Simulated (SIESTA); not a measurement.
The system is TiO2 (Anatase).

```xyz
6
Lattice="-1.8921 1.8921 4.7573 1.8921 -1.8921 4.7573 1.8921 1.8921 -4.7573" Properties=species:S:1:pos:R:3 pbc="T T T"
Ti    0.0000    1.8921    2.3786
Ti    0.0000    0.0000    0.0000
O     0.0000    0.0000    7.5346
O     0.0000    1.8921    0.3987
O     0.0000    1.8921    4.3586
O     0.0000    0.0000    1.9800
```

Base run:

```yaml
Program: SIESTA 5.4.2
Functional: PBE
Potentials_or_basis: PseudoDojo 0.4 standard (PBE files)
Basis: DZP (energy shift 0.003 Ry; two zetas on semicore shells)
Grid_cutoff: 800 Ry
Energy_shift: 0.003 Ry
k_mesh: 6 × 6 × 6
Occupations: fermi-dirac, width 0.05 eV
Spin: no spin polarisation
Hubbard_terms: Ti d U = 4 eV
```

Its results: band gap on the k mesh 2.67 eV, indirect (least direct gap 2.98 eV); pressure 16.9 GPa; largest force 0.298 eV/Å.

Q: The run is repeated on the same cell with these changes: hubbard terms from Ti d U = 4 eV to Ti d U = 2 eV. What comes out?

A: Band gap on the k mesh 2.33 eV, indirect (least direct gap 2.63 eV); pressure 12.9 GPa; largest force 0.246 eV/Å.

Caveats: the basis of atomic orbitals isn't converged, which shifts pressures, moduli and gaps.

A k mesh can miss the band edges.
